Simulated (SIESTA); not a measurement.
SiC (Moissanite 6H):

```
Si C
1.0
     3.09500    0.00000    0.00000
    -1.54750    2.68035    0.00000
     0.00000    0.00000   15.17000
Si C
6 6
Direct
  0.66667 0.33333 0.45830
  0.33333 0.66667 0.95830
  0.66667 0.33333 0.79170
  0.33333 0.66667 0.29170
  0.00000 0.00000 0.62500
  0.00000 0.00000 0.12500
  0.66667 0.33333 0.33330
  0.33333 0.66667 0.83330
  0.66667 0.33333 0.66670
  0.33333 0.66667 0.16670
  0.00000 0.00000 0.50000
  0.00000 0.00000 0.00000
```

Base run:

| Item | Value |
| --- | --- |
| Program | SIESTA 5.4.2 |
| Functional | SOGGA |
| Potentials or basis | PseudoDojo 0.4 standard (PBEsol files) |
| Basis | DZP (energy shift 0.002 Ry) |
| Grid cutoff | 500 Ry |
| Energy shift | 0.002 Ry |
| k mesh | 10 × 10 × 2 |
| Occupations | fermi-dirac, width 0.05 eV |
| Spin | no spin polarisation |

Its results: band gap on the k mesh 1.82 eV, indirect (least direct gap 2.93 eV); pressure -1.4 GPa; largest force 0.140 eV/Å.

Task: The run is repeated on the same cell with these changes: functional from SOGGA to PBEsol. What comes out?

Result: Band gap on the k mesh 1.91 eV, indirect (least direct gap 3.02 eV); pressure 0.1 GPa; largest force 0.141 eV/Å.

Caveats: the basis of atomic orbitals isn't converged, which shifts pressures, moduli and gaps; the potentials were made for another functional, which shifts forces and pressure (some runs).

Not every run made on this cell is shown here.
